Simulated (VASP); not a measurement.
Mo, 1 atom in the cell. The typed cell holds 1 atom: a = 2.892 Å, b = 2.829 Å, c = 2.844 Å, α = 60.25°, β = 59.72°, γ = 59.31°. This isn't the form of Mo at room conditions, which is bcc. The cell isn't the ideal one: cell strained at random at fixed volume.

```yaml
Program: VASP 6.6.1
Task: single point
Functional: PBE
Potentials_or_basis: VASP PAW PBE potentials, release 64 (Mo_sv)
Cutoff: 520 eV
k_mesh: 11 × 11 × 11
Occupations: fermi-dirac, width 0.05 eV
Spin: no spin polarisation
Further_INCAR_settings: ALGO = Normal; EDIFF = 1e-07; NBANDS = 13
```

Potentials or basis: VASP PAW PBE potentials, release 64 (Mo_sv).

The run is started by

```sh
$ cat potpaw_PBE.64/Mo_sv/POTCAR > POTCAR
$ mpirun -np 1 vasp_std > vasp.out
```

Hardware: 1 thread of Intel(R) Xeon(R) Platinum 8559C (Emerald Rapids), with other jobs on the host.

Question: Estimate the wall time of this run.

Answer: Run time: 57 s on 1 thread of Intel(R) Xeon(R) Platinum 8559C (Emerald Rapids) (shared host), peak memory 0.24 GiB. Counts: scf iterations 13, k points 666.
